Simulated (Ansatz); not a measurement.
**BAs2: competing structures**

Level of theory: DFT PBE, scalar-relativistic, plane waves, PAW (Ansatz). Settings: cutoff 420 eV, Γ-centred meshes no coarser than 0.19 Å⁻¹ for metals and 0.3 Å⁻¹ for insulators (2π included), Gaussian smearing.

Temperature and zero-point effects are left out. Only the structures computed here compete, so a lower one can exist. The k mesh leaves about 4 meV/atom of noise in metals. Weakly bound directions are ill-defined at this level, which has no dispersion term (BAs2 R3m). No run is spin-polarised.

```csv
#,started from,space group,atoms,V (Å³/atom),ΔE (meV/atom),gap on mesh (eV)
1,a random cell,Cccm (No. 66),6,19.1,0,0.00
2,3R molybdenite type,R3m (No. 160),3,17.5,272,0.00
```

The lowest structure: Space group Cccm (No. 66), orthorhombic, a = 4.432 Å, b = 8.649 Å, c = 5.973 Å. Around B lie 4 As at 2.09 Å; As has 2 B at 2.09 Å. Its energy against the elements is 0.26 eV/atom, so it is unstable even against them. The zero of energy is the lowest elemental structures computed at the same level; no fitted shifts are applied.

```xyz
6
Lattice="2.2159 -4.3247 0.0000 2.2159 4.3247 0.0000 0.0000 0.0000 5.9732" Properties=species:S:1:pos:R:3 pbc="T T T"
B     0.0000    0.0000    4.4799
B     0.0000    0.0000    1.4933
As    1.1604    0.8911    0.0000
As    3.2714   -0.8911    0.0000
As    3.2714    0.8911    2.9866
As    1.1604   -0.8911    2.9866
```

The second: Space group R3m (No. 160), trigonal, a = 3.226 Å, c = 17.449 Å. B is coordinated by 6 As at 2.25–2.26 Å; around As on Wyckoff site a (1 atom of the primitive cell) lie 3 B at 2.25 Å and 1 As at 2.54 Å; As on Wyckoff site a (1 atom of the primitive cell) has 3 B at 2.26 Å and 1 As at 2.54 Å.